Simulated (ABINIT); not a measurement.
# AgBr (Fm-3m): G0W0 in ABINIT against the exchange cutoff

How does the gap of AgBr (Fm-3m) converge in the exchange cutoff?

Program: ABINIT 10.8.3. Level of theory: PBE and many-body steps on it, plane waves. Results are calculated unless marked as measured.

The database entry behind the starting cell differs from later determinations by our own check (about 0.6 % short of the room-temperature cell), so it need not match the best structure at ambient conditions.

## Step 1: Set-up

The structure is cubic, space group Fm-3m (No. 225). Conventional cell: a = 5.740 Å, b = 5.740 Å, c = 5.740 Å, α = 90.00°, β = 90.00°, γ = 90.00°. Ag has 6 Br at 2.87 Å nearest. Br has 6 Ag at 2.87 Å nearest. Farther neighbours and most contacts between anions are not listed.

The cell and positions come from the Crystallography Open Database and are kept as given unless a step says otherwise.

## Step 2: Screening, 4×4×4 mesh, 89 bands, screening to 163.3 eV

This step: ABINIT 10.8.3; RPA screening on PBE, plane waves, norm-conserving pseudopotentials.

The RPA dielectric matrix is built and inverted for each q.

run.abi reads:

```
acell 3*1.0 Angstrom
rprim 
  -0.000000000000 2.870150000000 2.870150000000
  2.870150000000 0.000000000000 2.870150000000
  2.870150000000 2.870150000000 0.000000000000
ntypat 2
znucl 47 35
natom 2
typat 1 2
xred 
  0.000000000000 0.000000000000 0.000000000000
  0.500000000000 0.500000000000 0.500000000000
pp_dirpath "pseudos"
pseudos "Ag.upf, Br.upf"
ecut 37
ngkpt 4 4 4
nshiftk 1
shiftk 0 0 0
kptopt 1
chksymbreak 0
istwfk *1
occopt 1
irdwfk 1
optdriver 3
nband 89
ecuteps 6
inclvkb 2
awtr 1
symchi 1
indata_prefix "in"
outdata_prefix "out"
tmpdata_prefix "tmp"
```

On the command line:

```console
OMP_NUM_THREADS=1 mpirun -n 8 abinit run.abi > log
```

Output:

```text
.Version 10.8.3 of ABINIT. v10.8.2 released Aug 2026.

 Symmetries : space group Fm -3 m (#225); Bravais cF (face-center cubic)
[... echo of the input left out ...]
== DATASET  1 ==================================================================
-   mpi_nproc: 8, omp_nthreads: 1 (-1 if OMP is not activated)

--- !DatasetInfo
iteration_state: {dtset: 1, }
dimensions: {natom: 2, nkpt: 8, mband: 89, nsppol: 1, nspinor: 1, nspden: 1, mpw: 3479, }
cutoff_energies: {ecut:  37.0, pawecutdg:  -1.0, }
electrons: {nelect:   2.60000000E+01, charge:   0.00000000E+00, occopt:   1.00000000E+00, tsmear:   1.00000000E-02, }

 SCREENING: Calculation of the susceptibility and dielectric matrices

 Based on a program developped by R.W. Godby, V. Olevano, G. Onida, and L. Reining.
 Incorporated in ABINIT by V. Olevano, G.-M. Rignanese, and M. Torrent.
.Using double precision arithmetic ; gwpc =  8

[... cell and pseudopotentials left out ...]
--------------------------------------------------------------------------------

 ==== K-mesh for the wavefunctions ====
 Number of points in the irreducible wedge :     8
[... list of points left out ...]
 Together with 48 symmetry operations and time-reversal symmetry
 yields    64 points in the full Brillouin Zone.

 ==== Q-mesh for the screening function ====
 Number of points in the irreducible wedge :     8
[... list of points left out ...]
 Together with 48 symmetry operations and time-reversal symmetry
 yields    64 points in the full Brillouin Zone.

 setmesh: FFT mesh size selected  =    30x   30x   30
          total number of points  =        27000

 vcoul_init : cutoff-mode = AUXILIARY_FUNCTION
 q-points for optical limit:   1
     1)      0.000010    0.000020    0.000030

- screening: taking advantage of time-reversal symmetry
- Maximum band index for partially occupied states nbvw = 13
- Remaining bands to be divided among processors   nbcw = 76
- Number of bands treated by each node ~9

 Number of electrons calculated from density =   26.0000; Expected =   26.0000
 average of density, n =  0.081477
 r_s =    1.4310
 omega_plasma =   27.5342 [eV]

 calculating chi0 at frequencies [eV] :
  1    0.000000E+00    0.000000E+00
  2    0.000000E+00    2.753418E+01

--------------------------------------------------------------------------------
  q-point number  1        q = ( 0.000000, 0.000000, 0.000000) [r.l.u.]
--------------------------------------------------------------------------------
[... chi0 elements left out ...]
 For q-point:  0.000010 0.000020 0.000030
  dielectric constant =   6.8178
  dielectric constant without local fields =   7.3628

  Average fulfillment of the sum rule on Im[epsilon] for q-point    1 :     61.86  [%]
[... wings left out ...]
  q-point number  2        q = ( 0.250000, 0.000000, 0.000000) [r.l.u.]
--------------------------------------------------------------------------------
[... chi0 elements left out ...]
  Average fulfillment of the sum rule on Im[epsilon] for q-point    2 :     76.42  [%]

 [... 6 further q-points ...]
```

Wall time 18 s (8 MPI ranks of AMD EPYC 7R43, shared host); peak memory 1.4 GiB.

Numbers from this step:

* ε∞ with local fields, on this mesh, along the program's q direction: 6.818
* the same without local fields: 7.363
* plasma frequency: 27.53 eV
* plane waves in the screening matrix: 229

Local fields lower ε∞ by 7 %. On a Γ-centred mesh this coarse the value itself is usually too large, while a short band sum pulls it down.

## Step 3: 7.4 Ha

This step: G0W0 on PBE, plane waves, norm-conserving pseudopotentials.

Edit run.abi of step 2 so:

```diff
@@ -23,8 +23,17 @@
 irdwfk 1
-optdriver 3
+optdriver 4
 nband 89
+gwcalctyp 0
+ecutsigx 7.4
+symsigma 1
+nkptgw 2
+kptgw 
+  0.5000000000 0.0000000000 0.0000000000
+  0.0000000000 0.0000000000 0.0000000000
+bdgw 
+  12 15
+  11 17
 ecuteps 6
-inclvkb 2
-awtr 1
-symchi 1
+irdscr 1
+ppmodel 1
 indata_prefix "in"
```

Output:

```text
.Version 10.8.3 of ABINIT. v10.8.2 released Aug 2026.

 Symmetries : space group Fm -3 m (#225); Bravais cF (face-center cubic)
[... echo of the input left out ...]
== DATASET  1 ==================================================================
-   mpi_nproc: 8, omp_nthreads: 1 (-1 if OMP is not activated)

--- !DatasetInfo
iteration_state: {dtset: 1, }
dimensions: {natom: 2, nkpt: 8, mband: 89, nsppol: 1, nspinor: 1, nspden: 1, mpw: 3479, }
cutoff_energies: {ecut:  37.0, pawecutdg:  -1.0, }
electrons: {nelect:   2.60000000E+01, charge:   0.00000000E+00, occopt:   1.00000000E+00, tsmear:   1.00000000E-02, }

 SIGMA: Calculation of the GW corrections

 Based on a program developped by R.W. Godby, V. Olevano, G. Onida, and L. Reining.
 Incorporated in ABINIT by V. Olevano, G.-M. Rignanese, and M. Torrent.
.Using double precision arithmetic ; gwpc =  8

[... cell and pseudopotentials left out ...]
--------------------------------------------------------------------------------

 ==== K-mesh for the wavefunctions ====
 Number of points in the irreducible wedge :     8
[... list of points left out ...]
 Together with 48 symmetry operations and time-reversal symmetry
 yields    64 points in the full Brillouin Zone.

 ==== Q-mesh for screening function ====
 Number of points in the irreducible wedge :     8
[... list of points left out ...]
 Together with 48 symmetry operations and time-reversal symmetry
 yields    64 points in the full Brillouin Zone.

 vcoul_init : cutoff-mode = AUXILIARY_FUNCTION
 q-points for optical limit:   1
     1)      0.000010    0.000020    0.000030
 setmesh: FFT mesh size selected  =    32x   32x   32
          total number of points  =        32768

 Number of electrons calculated from density =   26.0000; Expected =   26.0000
 average of density, n =  0.081477
 r_s =    1.4310
 omega_plasma =   27.5342 [eV]

 === KS Band Gaps ===
  >>>> For spin  1
   Minimum direct gap =   2.6040 [eV], located at k-point      :   0.0000  0.0000  0.0000
   Fundamental gap    =   0.6721 [eV], Top of valence bands at :   0.5000  0.0000  0.0000
                                       Bottom of conduction at :   0.0000  0.0000  0.0000
 SIGMA fundamental parameters:
 PLASMON POLE MODEL  1
 number of plane-waves for SigmaX                  331
 number of plane-waves for SigmaC and W            229
 number of plane-waves for wavefunctions          3479
 number of bands                                    89
 number of independent spin polarizations            1
 number of spinorial components                      1
 number of k-points in IBZ                           8
 number of q-points in IBZ                           8
 number of symmetry operations                      48
 number of k-points in BZ                           64
 number of q-points in BZ                           64
 number of frequencies for dSigma/dE                 9
 frequency step for dSigma/dE [eV]                0.25
 number of omega for Sigma on real axis              0
 max omega for Sigma on real axis  [eV]           0.00
 zcut for avoiding poles [eV]                     0.10

 EPSILON^-1 parameters (SCR file):
 dimension of the eps^-1 matrix on file            229
 dimension of the eps^-1 matrix used               229
 number of plane-waves for wavefunctions          3479
 number of bands                                    89
 number of q-points in IBZ                           8
 number of frequencies                               2
 number of real frequencies                          1
 number of imag frequencies                          1

 matrix elements of self-energy operator (all in [eV])

 Perturbative Calculation

--- !SelfEnergy_ee
iteration_state: {dtset: 1, }
kpoint     : [   0.500,    0.000,    0.000, ]
spin       : 1
KS_gap     :    3.739
QP_gap     :    3.395
Delta_QP_KS:   -0.344
data: !SigmaeeData |
     Band     E0 <VxcDFT>   SigX SigC(E0)      Z dSigC/dE  Sig(E)    E-E0       E
       12   4.902 -19.825 -22.585   3.554   0.799  -0.252 -19.191   0.635   5.537
       13   4.902 -19.825 -22.585   3.554   0.799  -0.252 -19.191   0.635   5.537
       14   8.640  -8.808  -4.620  -3.839   0.833  -0.201  -8.517   0.291   8.931
       15  11.496 -13.328  -6.903  -4.928   0.799  -0.251 -12.131   1.197  12.693

--- !SelfEnergy_ee
iteration_state: {dtset: 1, }
kpoint     : [   0.000,    0.000,    0.000, ]
spin       : 1
KS_gap     :    2.604
QP_gap     :    3.915
Delta_QP_KS:    1.311
data: !SigmaeeData |
     Band     E0 <VxcDFT>   SigX SigC(E0)      Z dSigC/dE  Sig(E)    E-E0       E
       11   2.970 -13.222 -16.670   2.528   0.798  -0.253 -13.957  -0.735   2.234
       12   2.970 -13.222 -16.670   2.528   0.798  -0.253 -13.957  -0.735   2.234
       13   2.970 -13.222 -16.670   2.528   0.798  -0.253 -13.957  -0.735   2.234
       14   5.574 -10.605  -6.229  -3.679   0.827  -0.210 -10.029   0.576   6.149
       15  14.829 -11.431  -6.018  -4.234   0.817  -0.224 -10.468   0.963  15.791
       16  14.829 -11.431  -6.018  -4.234   0.817  -0.224 -10.468   0.963  15.791
       17  14.829 -11.431  -6.018  -4.234   0.817  -0.224 -10.468   0.963  15.791

== END DATASET(S) ==============================================================
================================================================================

 -outvars: echo values of variables after computation  --------
           etotal      0.0000000000E+00
            nband          89
             nkpt           8
          spgroup         225
 [... the other variables as echoed above ...]

 Calculation completed.
```

The job ended after 6.5 s (8 MPI ranks; peak memory 1.3 GiB; 50 s of CPU time).

This step gave:

- G0W0 gap on the points computed: 0.6120 eV
- starting gap on the mesh: 0.6721 eV
- k of the valence top: 0.5, 0, 0
- k of the conduction bottom: 0, 0, 0
- Z at the valence top: 0.799
- Z at the conduction bottom: 0.827
- least direct G0W0 gap on the computed points: 3.394 eV

## Step 4: 14.8 Ha

The self-energy is evaluated for the states that the input lists, and the levels follow from it, in one-shot runs by the linearised quasiparticle equation.

Edit run.abi of step 3 so:

```diff
@@ -26,3 +26,3 @@
 gwcalctyp 0
-ecutsigx 7.4
+ecutsigx 14.8
 symsigma 1
```

Output:

```text
.Version 10.8.3 of ABINIT. v10.8.2 released Aug 2026.

 Symmetries : space group Fm -3 m (#225); Bravais cF (face-center cubic)
[... echo of the input left out ...]
== DATASET  1 ==================================================================
-   mpi_nproc: 8, omp_nthreads: 1 (-1 if OMP is not activated)

--- !DatasetInfo
iteration_state: {dtset: 1, }
dimensions: {natom: 2, nkpt: 8, mband: 89, nsppol: 1, nspinor: 1, nspden: 1, mpw: 3479, }
cutoff_energies: {ecut:  37.0, pawecutdg:  -1.0, }
electrons: {nelect:   2.60000000E+01, charge:   0.00000000E+00, occopt:   1.00000000E+00, tsmear:   1.00000000E-02, }

 SIGMA: Calculation of the GW corrections

 Based on a program developped by R.W. Godby, V. Olevano, G. Onida, and L. Reining.
 Incorporated in ABINIT by V. Olevano, G.-M. Rignanese, and M. Torrent.
.Using double precision arithmetic ; gwpc =  8

[... cell and pseudopotentials left out ...]
--------------------------------------------------------------------------------

 ==== K-mesh for the wavefunctions ====
 Number of points in the irreducible wedge :     8
[... list of points left out ...]
 Together with 48 symmetry operations and time-reversal symmetry
 yields    64 points in the full Brillouin Zone.

 ==== Q-mesh for screening function ====
 Number of points in the irreducible wedge :     8
[... list of points left out ...]
 Together with 48 symmetry operations and time-reversal symmetry
 yields    64 points in the full Brillouin Zone.

 vcoul_init : cutoff-mode = AUXILIARY_FUNCTION
 q-points for optical limit:   1
     1)      0.000010    0.000020    0.000030
 setmesh: FFT mesh size selected  =    36x   36x   36
          total number of points  =        46656

 Number of electrons calculated from density =   26.0000; Expected =   26.0000
[...]
number of omega for Sigma on real axis              0
 max omega for Sigma on real axis  [eV]           0.00
 zcut for avoiding poles [eV]                     0.10

 EPSILON^-1 parameters (SCR file):
 dimension of the eps^-1 matrix on file            229
 dimension of the eps^-1 matrix used               229
 number of plane-waves for wavefunctions          3479
 number of bands                                    89
 number of q-points in IBZ                           8
 number of frequencies                               2
 number of real frequencies                          1
 number of imag frequencies                          1

 matrix elements of self-energy operator (all in [eV])

 Perturbative Calculation

--- !SelfEnergy_ee
iteration_state: {dtset: 1, }
kpoint     : [   0.500,    0.000,    0.000, ]
spin       : 1
KS_gap     :    3.739
QP_gap     :    4.208
Delta_QP_KS:    0.469
data: !SigmaeeData |
     Band     E0 <VxcDFT>   SigX SigC(E0)      Z dSigC/dE  Sig(E)    E-E0       E
       12   4.902 -19.825 -23.718   3.554   0.799  -0.252 -20.096  -0.270   4.631
       13   4.902 -19.825 -23.718   3.554   0.799  -0.252 -20.096  -0.270   4.631
       14   8.640  -8.808  -4.730  -3.839   0.833  -0.201  -8.609   0.199   8.840
[...]
--- !SelfEnergy_ee
iteration_state: {dtset: 1, }
kpoint     : [   0.000,    0.000,    0.000, ]
spin       : 1
KS_gap     :    2.604
QP_gap     :    3.740
Delta_QP_KS:    1.136
data: !SigmaeeData |
     Band     E0 <VxcDFT>   SigX SigC(E0)      Z dSigC/dE  Sig(E)    E-E0       E
[...]
16  14.829 -11.431  -6.420  -4.234   0.817  -0.224 -10.796   0.634  15.463
       17  14.829 -11.431  -6.420  -4.234   0.817  -0.224 -10.796   0.634  15.463

== END DATASET(S) ==============================================================
================================================================================

 -outvars: echo values of variables after computation  --------
           etotal      0.0000000000E+00
            nband          89
             nkpt           8
          spgroup         225
 [... the other variables as echoed above ...]

 Calculation completed.
```

It took 6.8 s on 8 MPI ranks; peak memory 1.3 GiB.

Numbers from this step:

| Property | Result |
| --- | --- |
| G0W0 gap on the points computed | 1.328 eV |
| starting gap on the mesh | 0.6721 eV |
| k of the valence top | 0.5, 0, 0 |
| k of the conduction bottom | 0, 0, 0 |
| Z at the valence top | 0.799 |
| Z at the conduction bottom | 0.827 |
| least direct G0W0 gap on the computed points | 3.740 eV |

The gap on the mesh goes from 0.67 eV to 1.33 eV, a correction of +0.66 eV.

## Step 5: 25.9 Ha

Edit run.abi of step 4 so:

```diff
@@ -26,3 +26,3 @@
 gwcalctyp 0
-ecutsigx 14.8
+ecutsigx 25.9
 symsigma 1
```

Output:

```text
.Version 10.8.3 of ABINIT. v10.8.2 released Aug 2026.

 Symmetries : space group Fm -3 m (#225); Bravais cF (face-center cubic)
[... echo of the input left out ...]
== DATASET  1 ==================================================================
-   mpi_nproc: 8, omp_nthreads: 1 (-1 if OMP is not activated)

--- !DatasetInfo
iteration_state: {dtset: 1, }
dimensions: {natom: 2, nkpt: 8, mband: 89, nsppol: 1, nspinor: 1, nspden: 1, mpw: 3479, }
cutoff_energies: {ecut:  37.0, pawecutdg:  -1.0, }
[...]
Band     E0 <VxcDFT>   SigX SigC(E0)      Z dSigC/dE  Sig(E)    E-E0       E
[...]
16  14.829 -11.431  -6.536  -4.234   0.817  -0.224 -10.891   0.540  15.368
       17  14.829 -11.431  -6.536  -4.234   0.817  -0.224 -10.891   0.540  15.368

== END DATASET(S) ==============================================================
================================================================================

 -outvars: echo values of variables after computation  --------
           etotal      0.0000000000E+00
            nband          89
             nkpt           8
          spgroup         225
 [... the other variables as echoed above ...]

 Calculation completed.
```

The job ended after 6.8 s (8 MPI ranks; peak memory 1.4 GiB; 51 s of CPU time).

Numbers from this step:

```yaml
g0w0_gap_on_the_points_computed: 1.548 eV
starting_gap_on_the_mesh: 0.6721 eV
k_of_the_valence_top: 0.5, 0, 0
k_of_the_conduction_bottom: 0, 0, 0
least_direct_g0w0_gap_on_the_computed_points: 3.717 eV
```

Against the run before, the gap moves by +0.220 eV.

## Step 6: 37 Ha

Edit run.abi of step 5 so:

```diff
@@ -26,3 +26,3 @@
 gwcalctyp 0
-ecutsigx 25.9
+ecutsigx 37
 symsigma 1
```

Output:

```text
.Version 10.8.3 of ABINIT. v10.8.2 released Aug 2026.

 Symmetries : space group Fm -3 m (#225); Bravais cF (face-center cubic)
[... echo of the input left out ...]
== DATASET  1 ==================================================================
-   mpi_nproc: 8, omp_nthreads: 1 (-1 if OMP is not activated)

--- !DatasetInfo
iteration_state: {dtset: 1, }
dimensions: {natom: 2, nkpt: 8, mband: 89, nsppol: 1, nspinor: 1, nspden: 1, mpw: 3479, }
cutoff_energies: {ecut:  37.0, pawecutdg:  -1.0, }
[...]
Band     E0 <VxcDFT>   SigX SigC(E0)      Z dSigC/dE  Sig(E)    E-E0       E
[...]
16  14.829 -11.431  -6.553  -4.234   0.817  -0.224 -10.905   0.525  15.354
       17  14.829 -11.431  -6.553  -4.234   0.817  -0.224 -10.905   0.525  15.354

== END DATASET(S) ==============================================================
================================================================================

 -outvars: echo values of variables after computation  --------
           etotal      0.0000000000E+00
            nband          89
             nkpt           8
          spgroup         225
 [... the other variables as echoed above ...]

 Calculation completed.
```

Wall time 6.8 s (8 MPI ranks); peak memory 1.5 GiB.

Numbers from this step:

```
G0W0 gap on the points computed              : 1.581 eV
starting gap on the mesh                     : 0.6721 eV
k of the valence top                         : 0.5, 0, 0
k of the conduction bottom                   : 0, 0, 0
least direct G0W0 gap on the computed points : 3.717 eV
```

Against the run before, the gap moves by +0.033 eV.

## Step 7: Side by side

Times are wall times on 8 MPI ranks of AMD EPYC 7R43, shared host, good to a factor of about two. A run's time includes the screening step that it read.

```
    run   mesh  bands  screening cutoff (eV)  DFT gap (eV)  gap on the mesh (eV)  direct (eV)  ε∞ used  time
 7.4 Ha  4×4×4     89                  163.3         0.672                 0.612        3.394     6.82  25 s
14.8 Ha  4×4×4     89                  163.3         0.672                 1.328        3.740     6.82  25 s
25.9 Ha  4×4×4     89                  163.3         0.672                 1.548        3.717     6.82  25 s
  37 Ha  4×4×4     89                  163.3         0.672                 1.581        3.717     6.82  25 s
```

## Step 8: What came out

- 7.4 Ha: 0.612 eV
- 14.8 Ha: 1.328 eV
- 25.9 Ha: 1.548 eV
- 37 Ha: 1.581 eV
- known limits: not at the basis limit; d shell near the gap, gap tends to lie low; no spin-orbit coupling; coarse k mesh

In words: The setting moved: exchange cutoff. From 7.4 Ha to 37 Ha the gap moves by +0.97 eV. The last step still moves it by +0.033 eV. Bands and screening cutoff are coupled, so a series along one setting does not show full convergence. Below the screening cutoff the correlation part is cut too. Bands and cutoff are finite, so the gap is not at the basis limit. The miss can reach some tenths of an eV and take either sign; the mesh is an error of its own. In the G0W0 runs levels were corrected at 2 k points alone, so a gap called «on the mesh» is the least over those, and an edge elsewhere would be missed. The 4×4×4 mesh is coarse for this cell, which bears on the long-range parts of exchange and screening. A d shell, filled or nearly so, lies near the gap. One-shot GW converges very slowly in bands there, not always from below, and on a semilocal start the gap tends to come out low; starts rich in exact exchange can overshoot instead. The many-body steps are scalar-relativistic: spin-orbit coupling is not in them.

[Paths, hosts, dates, memory and timing lines, banners, echoed tables and standing remarks are left out of the program output.]

[Logs are printed without paths, hosts, clocks, repeated set-up lines and the standing remarks that a program may print on its own settings, such as how far it seeks lower states.]

[Runs of the session that timed out or met a known fault of the program may be left out.]

[Hosts, paths, dates, database ids (printed as entryN), source tags and the programs' standing remarks are cut or masked in the printed files.]

[G0W0 gaps are taken among the corrected bands and points alone; a level outside them can change the order at an edge.]

[Where Ansatz stands beside ABINIT at settings called matched, ABINIT's density can come from a denser mesh and the files from another edition; pairs whose starting gaps differed by over 0.03 eV were left out, so agreement reads better than it is.]
